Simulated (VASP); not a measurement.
# TiC (Fm-3m) in VASP: a series of runs, part 2 of 2

VASP 6.6.1.

## (4) Relaxation of cell and atoms, PBEsol

File INCAR:

```
ALGO     = Fast           # electronic algorithm
EDIFF    = 1E-7           # SCF threshold, eV
EDIFFG   = -0.005         # ionic threshold
ENCUT    = 600            # plane-wave cutoff, eV
GGA      = PS             # functional
IBRION   = 2              # ionic algorithm
ISIF     = 3              # what is computed and relaxed
ISMEAR   = -1             # smearing method
LASPH    = T              # aspherical terms in the spheres
LCHARG   = F              # write CHGCAR
LREAL    = F              # projectors in reciprocal space
LWAVE    = F              # write WAVECAR
NELM     = 60             # most SCF steps
NSW      = 60             # ionic steps
PREC     = Accurate       # precision mode
SIGMA    = 0.05           # smearing width, eV
```

File KPOINTS:

```
k-points
0
Gamma
  10 10 10
```

File POSCAR:

```
TiC
1.0
    0.0000000000      2.1657188437      2.1657188437
    2.1657188437      0.0000000000      2.1657188437
    2.1657188437      2.1657188437      0.0000000000
Ti C
1 1
Direct
    0.0000000000      0.0000000000      0.0000000000
    0.5000000000      0.5000000000      0.5000000000
```

Run with:

```bash
cat potpaw_PBE.64/Ti_sv/POTCAR potpaw_PBE.64/C/POTCAR > POTCAR
mpirun -np 1 vasp_std > vasp.out
```

Run time: 57 s. Hardware: 1 thread of Intel Xeon Platinum 8375C at 2.90GHz (Ice Lake), shared host; peak memory 0.15 GiB.

The run converged. Its results:

- Free energy: -19.8034 eV
- Relaxed volume: 9.90 Å³/atom
- Relaxed cell: a = 3.037 Å, b = 3.037 Å, c = 3.037 Å, α = 60.00°, β = 60.00°, γ = 60.00°
- Space group after relaxing (to 0.05 Å): Fm-3m (No. 225)
- Energy gained by relaxing: 5.4 meV/atom
- Ionic steps: 3
- Pressure after relaxing: -0.1 GPa
- Band gap on the k mesh: none (metal or under the smearing width)

The path:
```tsv
step	energy change (eV)	largest force (eV/Å)	pressure (GPa)	volume (Å³)
1	0.0000	0.0000	-6.52	20.32
2	0.0093	0.0000	9.83	19.12
3	-0.0108	0.0000	-0.06	19.80
```

Final structure:
```cif
data_structure
_symmetry_space_group_name_H-M 'P 1'
_symmetry_Int_Tables_number 1
_cell_length_a 3.0367
_cell_length_b 3.0367
_cell_length_c 3.0367
_cell_angle_alpha 60.000
_cell_angle_beta 60.000
_cell_angle_gamma 60.000
_cell_volume 19.80
loop_
_atom_site_label
_atom_site_type_symbol
_atom_site_fract_x
_atom_site_fract_y
_atom_site_fract_z
_atom_site_occupancy
Ti1 Ti 0.00000 0.00000 0.00000 1
C1 C 0.50000 0.50000 0.50000 1
```

Levels at points of the mesh, in eV from the Fermi level:
```tsv
k point	band 5	band 6	band 7	band 8	band 9	band 10	band 11	band 12
(0.00, 0.00, 0.00)	-12.53	0.62	0.62	0.62	1.69	1.69	1.69	1.73
(0.50, 0.00, 0.00)	-8.88	-6.04	-3.02	-3.02	2.97	2.97	4.22	8.42
(0.50, 0.50, 0.00)	-10.21	-3.50	-1.80	-0.05	-0.05	2.78	3.60	3.60
```

Caveat: the PAW data sets were made with another functional, which shifts forces and pressure a little.

## (5) Single point, RPBE

File INCAR:

```
SYSTEM = TiC
PREC     = Accurate       ! precision mode
ENCUT    = 550            ! plane-wave cutoff, eV
EDIFF    = 1E-7           ! SCF threshold, eV
ISMEAR   = 0              ! smearing method
SIGMA    = 0.02           ! smearing width, eV
LREAL    = .False.        ! projectors in reciprocal space
LASPH    = .True.         ! aspherical terms in the spheres
NELM     = 60             ! most SCF steps
ALGO     = Normal         ! electronic algorithm
ISIF     = 2              ! what is computed and relaxed
LWAVE    = .False.        ! write WAVECAR
LCHARG   = .False.        ! write CHGCAR
GGA      = RP             ! functional
```

File KPOINTS:

```
regular mesh
0
Gamma
  11 11 11
  0 0 0
```

POSCAR: that of step 4 with these lines changed.

```diff
@@ -7,4 +7,4 @@
 1 1
-Direct
+Cartesian
     0.0000000000      0.0000000000      0.0000000000
-    0.5000000000      0.5000000000      0.5000000000
+    2.1657188437      2.1657188437      2.1657188437
```

Potentials or basis: VASP PAW PBE potentials, release 64 (Ti_sv_GW, C_GW).

Run with:

```bash
cat potpaw_PBE.64/Ti_sv_GW/POTCAR potpaw_PBE.64/C_GW/POTCAR > POTCAR
mpirun -np 1 vasp_std > vasp.out
```

It took 12 s on 1 thread of AMD EPYC 9R45 (Zen 5), shared host; peak memory 0.13 GiB.

The run converged. Its results:

```
Free energy            : -20.0101 eV
Pressure               : 3.4 GPa
Band gap on the k mesh : none (metal or under the smearing width)
```

Levels at points of the mesh, in eV from the Fermi level:
```
           k point  band 6  band 7  band 8  band 9  band 10  band 11
(0.00, 0.00, 0.00)    0.57    0.57    0.57    1.53     1.53     1.53
```

Caveat: the PAW data sets were made with another functional, which shifts forces and pressure a little.

## (6) Single point, RPBE

File run.py:

```python
from ase.calculators.vasp import Vasp
from ase.dft.bandgap import bandgap
from ase.io import read

atoms = read('TiC.xyz')
calc = Vasp(
    directory='calc',
    xc='rpbe',
    pp='PBE',
    setups='gw',
    prec='Accurate',
    encut=550,
    ediff=1e-07,
    ismear=0,
    sigma=0.02,
    lreal=False,
    lasph=True,
    nelm=100,
    algo='Normal',
    isif=2,
    lwave=False,
    lcharg=False,
    kpts=[11, 11, 11],
    gamma=True,
)
atoms.calc = calc

print('energy (eV):', atoms.get_potential_energy())
print('free energy (eV):', atoms.get_potential_energy(force_consistent=True))
print('forces (eV/A):')
print(atoms.get_forces())
print('stress (eV/A^3, Voigt):', atoms.get_stress())
print('Fermi level (eV):', calc.get_fermi_level())
gap, top, bottom = bandgap(calc)
print('band gap (eV):', gap, 'from (spin, k, band)', top, 'to', bottom)
```

File TiC.xyz:

```xyz
2
Lattice="0.0000000000 2.1657188437 2.1657188437 2.1657188437 0.0000000000 2.1657188437 2.1657188437 2.1657188437 0.0000000000" Properties=species:S:1:pos:R:3 pbc="T T T"
Ti     0.0000000000      0.0000000000      0.0000000000
C      2.1657188437      2.1657188437      2.1657188437
```

Potentials or basis: VASP PAW PBE potentials, release 64 (Ti_sv_GW, C_GW).

Run with:

```bash
python run.py
```

Run time: 15 s. Hardware: 1 thread of AMD EPYC 9R45 (Zen 5), shared host; peak memory 0.13 GiB.

Results (log left out):

* Free energy: -20.0101 eV
* Pressure: 3.4 GPa
* Band gap on the k mesh: none (metal or under the smearing width)

Levels at points of the mesh, in eV from the Fermi level:
```csv
k point,band 4,band 5,band 6,band 7,band 8,band 9,band 10,band 11,band 12
"(0.00, 0.00, 0.00)",-32.82,-12.61,0.57,0.57,0.57,1.53,1.53,1.53,1.57
```

Caveat: the PAW data sets were made with another functional, which shifts forces and pressure a little.

## (7) The reference run

An earlier run on the cell as given: functional PBEsol; potentials or basis VASP PAW PBE potentials, release 64 (Ti_sv, C); cutoff 520 eV; k mesh 11 × 11 × 11; occupations fermi-dirac, width 0.05 eV; no spin polarisation.

- Pressure: -6.5 GPa
- Band gap on the k mesh: none (metal or under the smearing width)

## (8) The runs side by side

```tsv
task	level	potentials or basis	cell	k mesh	cutoff (eV)	smearing	ladder	gap on the mesh (eV)	pressure (GPa)	relaxed volume (Å³/atom)
relaxation of cell and atoms	PBE+D3(BJ)	VASP PAW PBE potentials, release 64 (Ti_sv, C)	relaxed	10 × 10 × 10	600	fermi-dirac 0.05 eV	gaps	none	0.0	9.88
relaxation of cell and atoms	r2SCAN	VASP PAW PBE potentials, release 64 (Ti_sv, C)	relaxed	10 × 10 × 10	600	fermi-dirac 0.05 eV	gaps	none	0.2	-
relaxation of cell and atoms	PBEsol	VASP PAW PBE potentials, release 64 (Ti_sv, C)	relaxed	10 × 10 × 10	600	fermi-dirac 0.05 eV	gaps	none	-0.1	9.90
single point	RPBE	VASP PAW PBE potentials, release 64 (Ti_sv_GW, C_GW)	as given	11 × 11 × 11	550	gaussian 0.02 eV	-	none	3.4	-
single point	PBEsol	VASP PAW PBE potentials, release 64 (Ti_sv, C)	as given	11 × 11 × 11	520	fermi-dirac 0.05 eV	free	none	-6.5	-
```

Alike in all rows: no spin polarisation.

Caveats: the PAW data sets were made with another functional, which shifts forces and pressure a little (some runs); pairwise dispersion overbinds metals, which lowers pressure and volume (some runs); the relaxation stopped at its first step, so nothing moved (some runs).

Total energies depend on the potentials used, so only differences within one code and one set of settings carry meaning.
